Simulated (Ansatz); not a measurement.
SnTe:

```
CELL_PARAMETERS angstrom
0.00000 3.15085 3.15085
3.15085 0.00000 3.15085
3.15085 3.15085 0.00000
ATOMIC_POSITIONS crystal
Te 0.50000 0.50000 0.50000
Sn 0.00000 0.00000 0.00000
```

| Quantity | Value |
| --- | --- |
| Program | Ansatz 0.2.0 |
| Task | relaxation of cell and atoms |
| Functional | RPBE |
| Potentials or basis | Ansatz PAW |
| Cutoff | 420 eV (not typed: the program's choice for these potentials) |
| k mesh | 7 × 7 × 7 |
| Occupations | fermi-dirac, width 0.05 eV |
| Spin | no spin polarisation |

At the start: volume 31.28 Å³/atom.

Task: Where does the relaxation end?

Result: It ends after 5 steps and the volume is 34.05 Å³/atom (+8.8 %); space group Fm-3m (No. 225, to 0.05 Å).

The path:
```csv
step,energy change (eV),largest force (eV/Å),volume (Å³)
1,0.0000,0.0000,62.56
2,-0.0543,0.0000,69.48
3,-0.0575,0.0000,68.29
4,-0.0576,0.0000,68.10
5,-0.0586,0.0000,68.10
```

Final structure:
```yaml
crystal:
  lattice:
    - [0.00000, 3.24112, 3.24112]
    - [3.24112, 0.00000, 3.24112]
    - [3.24112, 3.24112, 0.00000]
  atoms:
    - { symbol: Te, position: [0.50000, 0.50000, 0.50000] }
    - { symbol: Sn, position: [0.00000, 0.00000, 0.00000] }
```

Caveat: the plane-wave basis is chosen anew once the cell has moved, so the energies of steps on either side of that aren't comparable; the PAW data sets come from PBE, with cores solved anew for the run's functional, which leaves a small shift of forces and pressure.
